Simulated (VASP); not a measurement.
# TaS2 (P-3m1) in VASP: settings compared

One crystal, TaS2, is run at these levels: RPBE+D3(BJ), RPBE+D4; tasks: relaxation of cell and atoms.

Program: VASP 6.6.1. These are calculated values, not measurements. Logs are shortened: lines on timing, memory, paths and dates and some standing lists are left out, and cuts for length are marked.

## (1) The structure

It takes space group P-3m1 (No. 164, trigonal). The conventional cell has a = 3.350 Å, b = 3.350 Å, c = 5.860 Å, α = 90.00°, β = 90.00°, γ = 120.00°. Around Ta (site symmetry -3m) lie 6 S at 2.43 Å. S (site symmetry 3m) has 3 Ta at 2.43 Å as nearest neighbours.

## (2) Relaxation of cell and atoms, RPBE+D3(BJ)

The input, INCAR:

```
PREC     = Accurate       # precision mode
ENCUT    = 600            # plane-wave cutoff, eV
EDIFF    = 1E-6           # SCF threshold, eV
ISMEAR   = -1             # smearing method
SIGMA    = 0.05           # smearing width, eV
LREAL    = False          # projectors in reciprocal space
LASPH    = True           # aspherical terms in the spheres
NELM     = 80             # most SCF steps
ALGO     = Normal         # electronic algorithm
ISIF     = 3              # what is computed and relaxed
LWAVE    = False          # write WAVECAR
LCHARG   = False          # write CHGCAR
GGA      = RP             # functional
IVDW     = 12             # dispersion correction
IBRION   = 2              # ionic algorithm
NSW      = 40             # ionic steps
EDIFFG   = -0.005         # ionic threshold
```

The input, KPOINTS:

```
Automatic mesh
0
Gamma
  9 9 5
```

The input, POSCAR:

```
TaS2
1.0
    3.3500000000      0.0000000000      0.0000000000
   -1.6750000000      2.9011851027      0.0000000000
    0.0000000000      0.0000000000      5.8600000000
Ta S
1 2
Direct
    0.0000000000      0.0000000000      0.0000000000
    0.6666666667      0.3333333333      0.7500000000
    0.3333333333      0.6666666667      0.2500000000
```

Potentials or basis: VASP PAW PBE potentials, release 64 (Ta_pv, S).

Command:

```bash
$ cat potpaw_PBE.64/Ta_pv/POTCAR potpaw_PBE.64/S/POTCAR > POTCAR
$ mpirun -np 1 vasp_std > vasp.out
```

OUTCAR:

```text
PREC = Accurate
   ENCUT = 600
   EDIFF = 1E-6
   ISMEAR = -1
   LREAL = False
   LASPH = True
   NELM = 80
   ISIF = 3
   GGA = RP
   IVDW = 12
   IBRION = 2
   NSW = 40
   EDIFFG = -0.005
 IVDW          = 12

 ion  position               nearest neighbor table
   1  0.000  0.000  0.000-   2 2.43   3 2.43   2 2.43   3 2.43   2 2.43   3 2.43
   2  0.667  0.333  0.750-   1 2.43   1 2.43   1 2.43
   3  0.333  0.667  0.250-   1 2.43   1 2.43   1 2.43

  LATTYP: Found a hexagonal cell.
 ALAT       =     3.3500000000
 C/A-ratio  =     1.7492537313

  Lattice vectors:

 A1 = (   3.3500000000,   0.0000000000,   0.0000000000)
 A2 = (  -1.6750000000,   2.9011851027,   0.0000000000)
 A3 = (   0.0000000000,   0.0000000000,   5.8600000000)

Analysis of symmetry for initial positions (statically):
=====================================================================
 Subroutine PRICEL returns:
 Original cell was already a primitive cell.

 Routine SETGRP: Setting up the symmetry group for a
 hexagonal supercell.

 Subroutine GETGRP returns: Found 12 space group operations
 (whereof 12 operations were pure point group operations)
 out of a pool of 24 trial point group operations.

The static configuration has the point symmetry D_3d.

Analysis of symmetry for dynamics (positions and initial velocities):
=====================================================================
 Subroutine PRICEL returns:
 Original cell was already a primitive cell.

 Routine SETGRP: Setting up the symmetry group for a
 hexagonal supercell.

 Subroutine GETGRP returns: Found 12 space group operations
 (whereof 12 operations were pure point group operations)
 out of a pool of 24 trial point group operations.

The dynamic configuration has the point symmetry D_3d.

 Subroutine INISYM returns: Found 12 space group operations
 (whereof 12 operations are pure point group operations),
 and found     1 'primitive' translations

----------------------------------------------------------------------------------------

                                     Primitive cell

  volume of cell :      56.9532

  direct lattice vectors                    reciprocal lattice vectors
     3.350000000  0.000000000  0.000000000     0.298507463  0.172343364  0.000000000
    -1.675000000  2.901185103  0.000000000     0.000000000  0.344686728  0.000000000
     0.000000000  0.000000000  5.860000000     0.000000000  0.000000000  0.170648464

  length of vectors
     3.350000000  3.350000000  5.860000000     0.344686728  0.344686728  0.170648464

  position of ions in fractional coordinates (direct lattice)
     0.000000000  0.000000000  0.000000000
     0.666666667  0.333333333  0.750000000
     0.333333333  0.666666667  0.250000000

  ion indices of the primitive-cell ions
   primitive index   ion index
                 1           1
                 2           2
                 3           3

----------------------------------------------------------------------------------------

 KPOINTS: Automatic mesh

Automatic generation of k-mesh.
 Grid dimensions read from file:
 generate k-points for:    9    9    5

 Generating k-lattice:

  Cartesian coordinates                     Fractional coordinates (reciprocal lattice)
     0.033167496  0.019149263  0.000000000     0.111111111 -0.000000000  0.000000000
     0.000000000  0.038298525  0.000000000     0.000000000  0.111111111  0.000000000
     0.000000000  0.000000000  0.034129693     0.000000000  0.000000000  0.200000000

  Length of vectors
     0.038298525  0.038298525  0.034129693

  Shift w.r.t. Gamma in fractional coordinates (k-lattice)
     0.000000000  0.000000000  0.000000000

 Subroutine IBZKPT returns following result:
 ===========================================

 Found     50 irreducible k-points:

 Following reciprocal coordinates:
            Coordinates               Weight
  0.000000  0.000000  0.000000      1.000000
  0.111111  0.000000  0.000000      6.000000
  0.222222  0.000000  0.000000      6.000000
  0.333333  0.000000  0.000000      6.000000
  0.444444  0.000000  0.000000      6.000000
  0.111111  0.111111  0.000000      6.000000
[... 16 lines left out ...]
  0.222222  0.111111  0.200000     12.000000
 -0.111111  0.333333  0.200000     12.000000
 [... further k-points ...]
   k-points           NKPTS =     50   k-points in BZ     NKDIM =     50   number of bands    NBANDS=     15
   number of dos      NEDOS =    301   number of ions     NIONS =      3
   total plane-waves  NPLWV =  37632
   dimension x,y,z NGX =    28 NGY =   28 NGZ =   48
   dimension x,y,z NGXF=    56 NGYF=   56 NGZF=   96
   ions per type =               1   2
   NGX,Y,Z   is equivalent  to a cutoff of  13.90, 13.90, 13.62 a.u.
   NGXF,Y,Z  is equivalent  to a cutoff of  27.79, 27.79, 27.23 a.u.
 SYSTEM =  unknown system
   PREC   = accura    normal or accurate (medium, high low for compatibility)
   ISTART =      0    job   : 0-new  1-cont  2-samecut
   ICHARG =      2    charge: 1-file 2-atom 10-const
   ISPIN  =      1    spin polarized calculation?
   LNONCOLLINEAR =      F non collinear calculations
   LSORBIT =      F    spin-orbit coupling
   LASPH  =      T    aspherical Exc in radial PAW
   ENCUT  =  600.0 eV  44.10 Ry    6.64 a.u.   6.69  6.69 11.70*2*pi/ulx,y,z
   NELM   =     80;   NELMIN=  2; NELMDL= -5     # of ELM steps
   EDIFF  = 0.1E-05   stopping-criterion for ELM
   LREAL  =      F    real-space projection
   EDIFFG = -.5E-02   stopping-criterion for IOM
   NSW    =     40    number of steps for IOM
   IBRION =      2    ionic relax: 0-MD 1-quasi-New 2-CG
   NFREE  =      1    steps in history (QN), initial steepest desc. (CG)
   ISIF   =      3    stress and relaxation
   ISYM   =      2    0-nonsym 1-usesym 2-fastsym
   POTIM  = 0.5000    time-step for ionic-motion
   TEBEG  =    0.0;   TEEND  =   0.0 temperature during run
   PSTRESS=    0.0 pullay stress
   NELECT =      23.0000    total number of electrons
   NUPDOWN=      -1.0000    fix difference up-down
   EMIN   =  10.00;   EMAX   =-10.00  energy-range for DOS
   EFERMI =   0.00;   METHOD = LEGACY
   ISMEAR =    -1;   SIGMA  =   0.05  broadening in eV -4-tet -1-fermi 0-gaus
   EFERMI_NEDOS =   21; number of points for ismear=-14 and -15
   IALGO  =     38    algorithm
   IMIX   =      4    mixing-type and parameters
     AMIX     =   0.40;   BMIX     =  1.00
     AMIX_MAG =   1.60;   BMIX_MAG =  1.00
  volume/ion in A,a.u.               =      18.98       128.11
  Fermi-wavevector in a.u.,A,eV,Ry     =   1.210073  2.286706 19.922686  1.464276
  Thomas-Fermi vector in A             =   2.345631
   LORBIT       =      0    0 simple, 1 ext, 2 COOP (PROOUT), +10 PAW based schemes
   GGA     = RP    functional components
   LHFCALC =     F    Hartree Fock is set to
   AEXX    =    0.0000 exact exchange contribution
   IVDW    =    12    specifies the selected vdW correction
   LEPSILON=     F    determine dielectric tensor
   LRPA    =     F    only Hartree local field effects (RPA)
 conjugate gradient relaxation of ions
 non-spin polarized calculation
  energy-cutoff  :      600.00
  volume of cell :       56.95
 maximum number of plane-waves:      1931
 NGX is ok and might be reduce to    28
   NGX = 13   NGY = 13   NGZ = 23

--------------------------------------- Ionic step        1  -------------------------------------------

 number of electron      22.9999999 magnetization

 Free energy of the ion-electron system (eV)
  ---------------------------------------------------
  ext. energy  EPLUGINS =         0.00000000
  ---------------------------------------------------
  free energy    TOTEN  =       -21.80285756 eV

  energy without entropy =      -21.78801080  energy(sigma->0) =      -21.79543418

------------------------ aborting loop because EDIFF is reached ----------------------------------------

 Edisp (eV)   -6.17259

 E8    (eV) :    -4.0480

  FORCE on cell =-STRESS in cart. coord.  units (eV):
  Direction    XX          YY          ZZ          XY          YZ          ZX
  --------------------------------------------------------------------------------------
  -------------------------------------------------------------------------------------
  Total      -3.80844    -3.80844     0.55596     0.00000     0.00000     0.00000
  in kB    -107.13711  -107.13711    15.63990     0.00000     0.00000     0.00000
  external pressure =      -66.21 kB  Pullay stress =        0.00 kB
[... 100 lines left out ...]
  FREE ENERGIE OF THE ION-ELECTRON SYSTEM (eV)
  ---------------------------------------------------
  free  energy   TOTEN  =       -28.2425168115 eV

  energy  without entropy=      -28.2324957612  energy(sigma->0) =      -28.23750629

[... ionic steps 4 to 20 ...]

--------------------------------------- Ionic step       21  -------------------------------------------

 number of electron      23.0000002 magnetization

------------------------ aborting loop because EDIFF is reached ----------------------------------------

 Edisp (eV)   -7.84506

 E8    (eV) :    -5.0998
[... 71 lines left out ...]
  energy  without entropy=      -28.5867271846  energy(sigma->0) =      -28.59307231

--------------------------------------- Ionic step       23  -------------------------------------------

 number of electron      23.0000002 magnetization

 Free energy of the ion-electron system (eV)
  ---------------------------------------------------
  ext. energy  EPLUGINS =         0.00000000
  ---------------------------------------------------
  free energy    TOTEN  =       -20.75326272 eV

  energy without entropy =      -20.74058101  energy(sigma->0) =      -20.74692186

 E-fermi :   8.5627     XC(G=0): -11.9410

 val. band max:        8.5607653920   @ k =  -0.2222  -0.4444   0.4000
 cond. band min:       8.5721262859   @ k =   0.3333   0.1111   0.0000
 fundamental gap:      0.0113608939
 Fermi energy:         8.5627311303

 k-point     1 :       0.0000    0.0000    0.0000
  band No.  band energies     occupation
      1     -26.3254      2.00000
      2     -26.0974      2.00000
      3     -26.0974      2.00000
      4      -7.9038      2.00000
      5      -4.4490      2.00000
      6       0.0134      2.00000
      7       5.0454      2.00000
      8       5.0454      2.00000
      9       7.8407      2.00000
     10       8.6254      0.44422
     11       8.6484      0.30541
     12       8.6484      0.30541
     13       9.1746      0.00001
     14       9.1746      0.00001
     15      11.8714      0.00000
[... 397 lines left out ...]
 k-point    24 :      -0.1111    0.3333    0.2000
  band No.  band energies     occupation
      1     -26.4585      2.00000
      2     -26.2481      2.00000
      3     -26.2051      2.00000
      4      -6.3801      2.00000
      5      -4.5083      2.00000
      6       1.5732      2.00000
      7       2.8419      2.00000
      8       4.3286      2.00000
      9       4.8456      2.00000
     10       5.8956      2.00000
     11       6.9396      2.00000
     12       7.9883      1.99998
     13      10.6605      0.00000
     14      11.6310      0.00000
     15      12.3962      0.00000

 [... further k-points ...]

------------------------ aborting loop because EDIFF is reached ----------------------------------------

 Edisp (eV)   -7.84616

 E8    (eV) :    -5.1002

  FORCE on cell =-STRESS in cart. coord.  units (eV):
  Direction    XX          YY          ZZ          XY          YZ          ZX
  --------------------------------------------------------------------------------------
  -------------------------------------------------------------------------------------
  Total       0.00419     0.00419     0.01076    -0.00000     0.00000     0.00000
  in kB       0.15037     0.15037     0.38576    -0.00000     0.00000     0.00000
  external pressure =        0.23 kB  Pullay stress =        0.00 kB
[... 18 lines left out ...]
  FREE ENERGIE OF THE ION-ELECTRON SYSTEM (eV)
  ---------------------------------------------------
  free  energy   TOTEN  =       -28.5994258371 eV

  energy  without entropy=      -28.5867441220  energy(sigma->0) =      -28.59308498

 reached required accuracy - stopping structural energy minimisation
```

It took 7.1 min on 1 thread of Intel Xeon 6975P-C (Granite Rapids), shared host; peak memory 0.25 GiB.

What came out:

| Item | Value |
| --- | --- |
| Free energy | -28.5994 eV |
| Relaxed volume | 14.90 Å³/atom |
| Relaxed cell | a = 3.123 Å, b = 3.123 Å, c = 5.290 Å, α = 90.00°, β = 90.00°, γ = 120.00° |
| Space group after relaxing (to 0.05 Å) | P-3m1 (No. 164) |
| Energy gained by relaxing | 208.0 meV/atom |
| Ionic steps | 23 |
| Pressure after relaxing | 0.0 GPa |
| Largest force after relaxing | 0.003 eV/Å |
| Band gap on the k mesh | none (metal or under the smearing width) |
| Dispersion energy per atom | -2.615 eV |

Forces in eV/Å, atoms in the order of the input:
```
Ta   0.000  0.000  0.000
S    0.000  0.000 -0.003
S    0.000  0.000  0.003
```

The path:
| step | energy change (eV) | largest force (eV/Å) | pressure (GPa) | volume (Å³) |
| --- | --- | --- | --- | --- |
| 1 | 0.0000 | 0.8844 | -6.62 | 56.95 |
| 2 | -0.2640 | 1.7772 | 6.90 | 50.64 |
| 3 | -0.2671 | 1.7041 | 5.58 | 51.12 |
| 4 | -0.3408 | 0.2722 | -3.66 | 50.83 |
| 5 | -0.3660 | 0.3593 | -0.86 | 50.94 |
| 6 | -0.3958 | 0.3607 | -1.22 | 50.50 |
| 7 | -0.4834 | 0.3751 | -1.99 | 49.17 |
| 8 | -0.5951 | 0.3247 | -1.96 | 46.42 |
| 9 | -0.6203 | 0.1853 | 0.56 | 44.80 |
| 10 | -0.6210 | 0.1525 | 1.12 | 44.48 |
| 11 | -0.6189 | 0.3205 | -2.15 | 44.84 |
| 12 | -0.6232 | 0.0475 | -0.27 | 44.63 |
| 13 | -0.6237 | 0.0282 | 0.17 | 44.53 |
| 14 | -0.6237 | 0.0267 | 0.17 | 44.53 |
| 15 | -0.6237 | 0.0242 | 0.25 | 44.51 |
| 16 | -0.6237 | 0.0258 | 0.22 | 44.52 |
| 17 | -0.6238 | 0.0416 | -0.01 | 44.61 |
| 18 | -0.6238 | 0.0498 | -0.15 | 44.65 |
| 19 | -0.6239 | 0.0342 | -0.11 | 44.67 |
| 20 | -0.6240 | 0.0079 | -0.02 | 44.70 |
| 21 | -0.6240 | 0.0056 | -0.01 | 44.70 |
| 22 | -0.6240 | 0.0031 | -0.01 | 44.70 |
| 23 | -0.6240 | 0.0033 | 0.02 | 44.69 |

Final structure:
```
Ta S
1.0
     3.12338    0.00000    0.00000
    -1.56169    2.70493    0.00000
     0.00000    0.00000    5.28974
Ta S
1 2
Direct
  0.00000 0.00000 0.00000
  0.66667 0.33333 0.69835
  0.33333 0.66667 0.30165
```

Levels at points of the mesh, in eV from the Fermi level:
```
           k point  band 9  band 10  band 11  band 12  band 13  band 14  band 15
(0.00, 0.00, 0.00)   -0.72     0.06     0.09     0.09     0.61     0.61     3.31
```

Caveat: the volume moved by over 15 % at a fixed basis, so the end points are rough; the PAW data sets were made with another functional, which shifts forces and pressure a little; the volume moved by -22 % from the deposited cell, more than functionals usually miss. Spin-orbit coupling is left out, which matters for the levels of Ta.

## (3) Relaxation of cell and atoms, RPBE+D4

The input, INCAR:

```
SYSTEM = TaS2
PREC = Accurate
ENCUT = 600
EDIFF = 1E-6
ISMEAR = -1
SIGMA = 0.05
LREAL = .False.
LASPH = .True.
NELM = 60
ALGO = Fast
ISIF = 3
LWAVE = .False.
LCHARG = .False.
GGA = RP
IVDW = 13
IBRION = 2
NSW = 40
EDIFFG = -0.01
```

The input, KPOINTS:

```
Automatic mesh
0
Gamma
  9 9 5
  0 0 0
```

POSCAR is that of step 2.

Potentials or basis: VASP PAW PBE potentials, release 64 (Ta_pv, S).

Command:

```bash
$ cat potpaw_PBE.64/Ta_pv/POTCAR potpaw_PBE.64/S/POTCAR > POTCAR
$ mpirun -np 1 vasp_std > vasp.out
```

It took 7.6 min on 1 thread of Intel Xeon 6975P-C (Granite Rapids), shared host; peak memory 0.25 GiB.

Results (log left out):

```yaml
Free_energy: -23.8667 eV
Relaxed_volume: 18.32 Å³/atom
Relaxed_cell: a = 3.323 Å, b = 3.323 Å, c = 5.749 Å, α = 90.00°, β = 90.00°, γ = 120.00°
Space_group_after_relaxing_to_0.05_Å: P-3m1 (No. 164)
Energy_gained_by_relaxing: 36.5 meV/atom
Ionic_steps: 26
Pressure_after_relaxing: 0.0 GPa
Largest_force_after_relaxing: 0.005 eV/Å
Band_gap_on_the_k_mesh: none (metal or under the smearing width)
Dispersion_energy_per_atom: -0.681 eV
```

Forces on the atoms (eV/Å):
```
Ta   0.000  0.000  0.000
S    0.000  0.000 -0.005
S    0.000  0.000  0.005
```

Step by step:
```csv
step,energy change (eV),largest force (eV/Å),pressure (GPa),volume (Å³)
1,0.0000,1.3049,5.30,56.95
2,0.1025,1.1983,-10.45,62.28
3,-0.0692,0.2342,-1.76,58.93
4,-0.0692,0.2664,-1.52,58.86
5,-0.0874,0.1609,-0.72,57.87
6,-0.0897,0.1082,-0.29,57.37
7,-0.0937,0.1499,0.08,56.96
8,-0.1010,0.2800,1.30,55.71
9,-0.1015,0.3358,1.88,55.17
10,-0.1025,0.3184,1.77,55.13
11,-0.1050,0.2651,1.48,55.01
12,-0.1080,0.1587,0.91,54.78
13,-0.1062,0.0566,-0.13,54.30
14,-0.1086,0.0883,0.56,54.62
15,-0.1089,0.0721,0.43,54.70
16,-0.1094,0.0202,-0.02,54.96
17,-0.1094,0.0145,-0.06,54.99
18,-0.1094,0.0123,-0.06,55.00
19,-0.1094,0.0085,-0.11,55.02
20,-0.1094,0.0125,-0.10,55.01
21,-0.1094,0.0108,-0.08,54.99
22,-0.1095,0.0130,-0.01,54.96
23,-0.1095,0.0124,0.02,54.95
24,-0.1095,0.0144,0.04,54.95
25,-0.1095,0.0145,0.02,54.95
26,-0.1095,0.0048,-0.01,54.96
```

Final structure:
```yaml
crystal:
  lattice:
    - [3.32252, 0.00000, 0.00000]
    - [-1.66126, 2.87739, 0.00000]
    - [0.00000, 0.00000, 5.74855]
  atoms:
    - { symbol: Ta, position: [0.00000, 0.00000, 0.00000] }
    - { symbol: S, position: [0.66667, 0.33333, 0.73046] }
    - { symbol: S, position: [0.33333, 0.66667, 0.26954] }
```

Levels at points of the mesh, in eV from the Fermi level:
```tsv
k point	band 10	band 11	band 12	band 13	band 14	band 15
(0.00, 0.00, 0.00)	-0.55	-0.55	-0.02	0.26	0.26	3.68
```

Caveat: the PAW data sets were made with another functional, which shifts forces and pressure a little. Spin-orbit coupling is left out, which matters for the levels of Ta.
